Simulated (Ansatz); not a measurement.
Here is an Ansatz 0.2.0 calculation.

The input input.yaml:

```yaml
crystal:
  lattice:
    - [2.9003720726, 0.0, 0.0]
    - [-1.4501860363, 2.5117958953, 0.0]
    - [0.0, 0.0, 5.166274]
  atoms:
    - { symbol: Ta, position: [0.3333333333, 0.6666666667, 0.25] }
    - { symbol: Ta, position: [0.6666666667, 0.3333333333, 0.75] }
hamiltonian:
  xc: pbe
  pseudopotentials: { kind: paw }
kpoints:
  mp_grid: { grid: [10, 10, 6] }
scf:
  occupations: { method: fermi_dirac, width: 0.05 }
phonons:
  method: dfpt
  qmesh: [2, 2, 2]
  temperatures: { t_max: 1000, t_step: 100 }
  qpath:
    path:
      - [[0.0, 0.0, 0.0], [0.5, 0.0, 0.0], [0.3333333333, 0.3333333333, 0.0], [0.0, 0.0, 0.0], [0.0, 0.0, 0.5], [0.5, 0.0, 0.5], [0.3333333333, 0.3333333333, 0.5], [0.0, 0.0, 0.5]]
      - [[0.5, 0.0, 0.5], [0.5, 0.0, 0.0]]
      - [[0.3333333333, 0.3333333333, 0.0], [0.3333333333, 0.3333333333, 0.5]]
    npoints: 8
```

Potentials or basis: Ansatz PAW.

Command:

```console
$ ansatz run input.yaml --threads 2 --pin off --max-ram 5632MiB --backend cpu --events-out ev --progress --plain --runs-dir out
```

Predict the highest phonon frequency.

182 cm⁻¹.

What does it give for the most unstable mode?

70i cm⁻¹.

Estimate the band gap on the k mesh.

none (metal or under the smearing width).

Phonon frequencies in cm⁻¹ (negative: imaginary):
```tsv
q point	frequencies
(0.000, 0.000, 0.000)	-70 -70 0 0 0 182
(0.000, 0.000, -0.500)	-53 -53 -53 -53 129 129
(0.000, -0.500, 0.000)	37 53 84 111 127 140
(0.000, -0.500, -0.500)	62 62 91 91 148 148
```

Caveat: some modes are imaginary; the q mesh is small, so phonon branches between its points and thermal values are rough. Spin-orbit coupling is left out, which matters for the levels of Ta.
